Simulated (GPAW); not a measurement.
The system is AlN.

```
CELL_PARAMETERS angstrom
0.00000 2.03452 2.03452
2.03452 0.00000 2.03452
2.03452 2.03452 0.00000
ATOMIC_POSITIONS crystal
Al 0.50000 0.50000 0.50000
N 0.00000 0.00000 0.00000
```

Measurements of this composition are mostly on another form, of space group No. 186.

Base run:

| Item | Value |
| --- | --- |
| Program | GPAW 26.7.0 |
| Functional | PBE |
| Potentials or basis | GPAW PAW data sets (gpaw-data 1.2.1) |
| Cutoff | 600 eV |
| Basis | pw |
| k mesh | 9 × 9 × 9 |
| Occupations | fermi-dirac, width 0.05 eV |
| Spin | no spin polarisation |

Its results: band gap on the k mesh 4.60 eV, indirect (least direct gap 5.35 eV); pressure -6.3 GPa.

Task: The run is repeated on the same cell with these changes: functional from PBE to LDA; potentials or basis from GPAW PAW data sets (gpaw-data 1.2.1) to the program's PAW data sets (release 1.2.1) made for this functional; cutoff from 600 eV to 650 eV. What comes out?

Result: Band gap on the k mesh 4.44 eV, indirect (least direct gap 5.46 eV); pressure -14.7 GPa.

Caveats: the cutoff is short for stress and forces, so pressures can be off by a GPa or more; an odd mesh through Γ misses points on the zone boundary, where band edges often lie.
